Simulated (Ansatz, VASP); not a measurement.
## Hg: VASP beside Ansatz

INCAR

```
SYSTEM = Hg
PREC = Accurate ; ENCUT = 520
EDIFF = 1E-7 ; ISMEAR = 0
SIGMA = 0.014 ; LREAL = .False.
LASPH = .True. ; NELM = 100
ALGO = Fast ; ISIF = 2
LWAVE = .False. ; LCHARG = .False.
GGA = PE ; NBANDS = 19
```

File KPOINTS:

```
regular mesh
0
Gamma
  3 3 2
  0 0 0
```

Contents of POSCAR:

```
Hg
1.0
    3.4618096384      0.0000000000      0.0000000000
   -1.7309048192      2.9980150899      0.0000000000
    0.0000000000      0.0000000000      5.4875482800
Hg
2
Direct
    0.6666666667      0.3333333333      0.7500000000
    0.3333333333      0.6666666667      0.2500000000
```

Input for Ansatz:

```yaml
crystal:
  lattice:
    - [3.4618096384, 0.0, 0.0]
    - [-1.7309048192, 2.9980150899, 0.0]
    - [0.0, 0.0, 5.48754828]
  atoms:
    - { symbol: Hg, position: [0.6666666667, 0.3333333333, 0.75] }
    - { symbol: Hg, position: [0.3333333333, 0.6666666667, 0.25] }
basis:
  ecutwfc: 420
kpoints:
  mp_grid: { grid: [3, 3, 2] }
hamiltonian:
  xc: pbe
scf:
  occupations: { method: gaussian, width: 0.014 }
output:
  forces: true
  stress: true
  eigenvalues: true
```

Alike in both runs: task single point; functional PBE; k mesh 3 × 3 × 2; occupations gaussian, width 0.014 eV; no spin polarisation.

|  | VASP | Ansatz |
| --- | --- | --- |
| version | VASP 6.6.1 | Ansatz 0.2.0 |
| potentials or method | VASP PAW PBE potentials, release 64 (Hg) | scalar-relativistic, plane waves, PAW |
| plane-wave cutoff (eV) | 520 | 420 |
| valence electrons in the cell | 24 | 40 |

|  | VASP | Ansatz | Ansatz less VASP |
| --- | --- | --- | --- |
| gap on the k mesh at the Fermi level (eV) | none | none | - |
| pressure (GPa) | 1.4 | 1.3 | -0.13 |
| largest component of the traceless stress (GPa) | 4.32 | 4.34 | +0.016 |

A gap of «none» marks a metal or a gap that the smearing closes. The functional is the same, so the differences come from potentials, cutoffs and numerics. The two sets of potentials don't hold the same shells in valence.

Caveats: the k mesh is coarse (spacing up to 0.70 Å⁻¹), so the values aren't converged. Spin-orbit coupling is left out, which matters for the levels of Hg.
